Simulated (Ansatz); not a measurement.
## Bands of CdTe

```
Cd Te
1.0
     0.00000    3.28211    3.28211
     3.28211    0.00000    3.28211
     3.28211    3.28211    0.00000
Cd Te
1 1
Direct
  0.00000 0.00000 0.00000
  0.75000 0.75000 0.75000
```

Atoms are numbered in the order listed.

Structure from Materials Project entry mp-406 (possibly hypothetical), not relaxed further.

No spin–orbit coupling, which matters for the heavy atoms here.

Method: DFT, PBEsol, all-electron LAPW, scalar-relativistic (Ansatz 0.2.0).

The runs use a Γ-centred 7×7×7 k mesh, Fermi–Dirac smearing of 0.01 eV, basis error target 0.5 meV/atom, no spin polarisation.

Points in fractions of the reciprocal vectors of this cell: Γ (0, 0, 0), X (-0.5, -0.5, 0), U (-0.375, -0.375, 0.25), K (-0.375, 0, 0.375), L (0, 0, 0.5), W (-0.5, -0.25, 0.25). The path joins them by straight lines in the order Γ–X–U–K–Γ–L–W–X; legs that retrace an earlier one aren't tabulated. Energies are in eV from the top of the valence band.

Question: Is there a gap, and where are the band edges?

Answer: 0.55 eV, direct at Γ.

Question: List the levels between -8 and 4.5 eV at the symmetry points.

Answer: 
Γ: -7.89 (×2), 0.00 (×3), 0.55
X: -7.98 (×3), -7.86, -7.45, -4.16, -1.75 (×2), 2.58, 2.62
U: -8.00, -7.93, -7.88, -7.41, -4.06, -2.41, -1.45, 2.84, 4.40
K: -8.00, -7.93, -7.88, -7.41, -4.06, -2.41, -1.45, 2.84, 4.40
L: -7.88 (×2), -7.57, -4.25, -0.73 (×2), 1.70
W: -7.91, -7.89, -7.38, -4.04, -2.20, -2.07, 4.09

Kohn–Sham gaps of semilocal functionals usually fall short of measured ones.
